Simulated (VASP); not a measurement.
Crystal: GaP.

```
Ga P
1.0
     0.00000    2.72525    2.72525
     2.72525    0.00000    2.72525
     2.72525    2.72525    0.00000
Ga P
1 1
Direct
  0.00000 0.00000 0.00000
  0.75000 0.75000 0.75000
```

Base run:

- Program: VASP 6.6.1
- Functional: HSE03
- Potentials or basis: VASP PAW PBE potentials, release 64 (Ga_d, P)
- Cutoff: 520 eV
- k mesh: 6 × 6 × 6
- Occupations: gaussian, width 0.02 eV
- Spin: no spin polarisation

Its results: band gap on the k mesh 2.13 eV, indirect (least direct gap 2.61 eV); pressure 0.8 GPa.

Task: After a change of settings the same cell gave: band gap on the k mesh 2.96 eV, indirect (least direct gap 3.45 eV); pressure 0.3 GPa. Which change was it?
A. functional from HSE03 to HSE06
B. functional from HSE03 to PBE0
C. functional from HSE03 to r2SCAN-EpsX

Result: B.

Caveats: the PAW data sets were made with another functional, which shifts forces and pressure a little.
